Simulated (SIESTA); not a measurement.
Crystal: InSe.

```
In Se
1.0
     5.82639   -2.05465    0.00000
     5.82639    2.05465    0.00000
    -1.72323    0.00000    4.77135
In Se
2 2
Direct
  0.88820 0.88820 0.04684
  0.11180 0.11180 0.95316
  0.66093 0.66093 0.66896
  0.33907 0.33907 0.33104
```

The cell comes from a database or a generator and needn't be the stable form of this composition.

```yaml
Program: SIESTA 5.4.2
Task: single point
Functional: PBEsol
Potentials_or_basis: PseudoDojo 0.4 standard (PBEsol files)
Basis: DZP (energy shift 0.003 Ry; two zetas on semicore shells)
Grid_cutoff: 500 Ry
Energy_shift: 0.003 Ry
k_mesh: 7 × 7 × 6
Occupations: fermi-dirac, width 0.05 eV
Spin: no spin polarisation
```

On this cell: pressure -0.3 GPa; largest force 0.338 eV/Å; band gap on the k mesh 1.15 eV, indirect (least direct gap 1.18 eV).

The same run follows on a disturbed copy (atoms moved at random, drawn with an rms of 0.05 Å):

```
In Se
1.0
     5.82639   -2.05465    0.00000
     5.82639    2.05465    0.00000
    -1.72323    0.00000    4.77135
In Se
2 2
Cartesian
  10.2844 0.0102 0.2306
  -0.2896 0.0057 4.5293
  6.5227 0.0200 3.2066
  3.4136 -0.0220 1.6071
```

Problem. What changes?

Solution. The energy moves by +8.7 meV/atom; pressure 0.0 GPa; largest force 0.796 eV/Å; band gap on the k mesh 1.03 eV, indirect (least direct gap 1.10 eV).

Forces in eV/Å, atoms in the order of the input:
```
In   0.448 -0.135 -0.136
In  -0.658  0.075  0.442
Se   0.384 -0.129 -0.525
Se  -0.177  0.188  0.218
```

Stress tensor (GPa, compression positive):
```
-0.63 -0.28 -0.43
-0.28  0.79  0.58
-0.43  0.58 -0.27
```

Caveats: spin-orbit coupling is left out, which moves the levels of the heavy elements; an odd mesh through Γ misses points on the zone boundary, where band edges often lie; the basis of atomic orbitals isn't converged, which shifts pressures, moduli and gaps.
